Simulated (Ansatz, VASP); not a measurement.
## BaS: VASP beside Ansatz

```
CELL_PARAMETERS angstrom
0.00000 3.10621 3.10621
3.10621 0.00000 3.10621
3.10621 3.10621 0.00000
ATOMIC_POSITIONS crystal
Ba 0.00000 0.00000 0.00000
S 0.50000 0.50000 0.50000
```

Alike in both runs: task single point; functional PBEsol; k mesh 6 × 6 × 6; no spin polarisation.

```csv
,VASP,Ansatz
version,VASP 6.6.1,Ansatz 0.2.0
potentials or method,"VASP PAW PBE potentials, release 64 (Ba_sv, S)","plane waves, PAW"
plane-wave cutoff (eV),520,500
occupations,"gaussian, width 0.01 eV",fixed
valence electrons in the cell,16,16
```

|  | VASP | Ansatz | Ansatz less VASP |
| --- | --- | --- | --- |
| pressure (GPa) | 3.9 | 3.0 | -0.84 |

Caveats: the PAW data sets were made with another functional, which shifts forces and pressure a little (VASP). A k mesh can miss the band edges.
